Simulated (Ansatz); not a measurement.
## CaSe: what each run costs

Cell: 2 atoms, space group Fm-3m, a = 4.180 Å, b = 4.180 Å, c = 4.180 Å, α = 60.00°, β = 60.00°, γ = 60.00°.

All runs are DFT with Ansatz 0.2.0 on 1 thread of Arm Neoverse V2 (aarch64; 8 cores open to the job, memory cap 3.0 GiB, no GPU), a shared host.

(1) Rank the runs by wall time, shortest first.
A. relaxation of the ions, PBE, 420 eV, 8×8×8 k-points, smearing 0.02 eV
B. dielectric tensor by linear response, PBE, 420 eV, 8×8×8 k-points, fixed occupations
C. core holes on 2 sites, PBE, 420 eV, 3×3×3 k-points, fixed occupations, 16 atoms

Results:

(1) A (2.9 s, 0.36 GiB), B (14 s, 0.42 GiB), C (93 s, 1.1 GiB).
